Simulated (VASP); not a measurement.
# Ba in VASP: the effect of functional

Crystal: Ba, a slab with vacuum.

```xyz
5
Lattice="4.5717 0.0000 0.0000 0.0000 6.4653 0.0000 0.0000 0.0000 24.1434" Properties=species:S:1:pos:R:3 pbc="T T T"
Ba    2.2858    3.2327    7.5000
Ba    0.0000    0.0000    9.7858
Ba    2.2858    3.2327   12.0717
Ba    0.0000    0.0000   14.3575
Ba    2.2858    3.2327   16.6434
```

The slab is cut from a database's or a generator's crystal, which needn't be the stable form of the element.

Alike in all runs:

```yaml
Program: VASP 6.6.1
Task: work function
Cutoff: 520 eV
k_mesh: 5 × 3 × 1
Occupations: fermi-dirac, width 0.05 eV
Spin: no spin polarisation
```

One run gave: work function 2.08 eV. Which functional did it use?
A. PBEsol
B. BLYP
C. PW91
D. RPBE
E. revPBE

B.

```tsv
functional	potentials or basis	work function (eV)
LDA	VASP PAW LDA potentials, release 64 (Ba_sv)	2.54
PBE	VASP PAW PBE potentials, release 64 (Ba_sv)	2.37
PBEsol	VASP PAW PBE potentials, release 64 (Ba_sv)	2.40
RPBE	VASP PAW PBE potentials, release 64 (Ba_sv)	2.26
revPBE	VASP PAW PBE potentials, release 64 (Ba_sv)	2.27
BLYP	VASP PAW PBE potentials, release 64 (Ba_sv)	2.08
PW91	VASP PAW PBE potentials, release 64 (Ba_sv)	2.38
```

Not every run made on this cell is shown here.
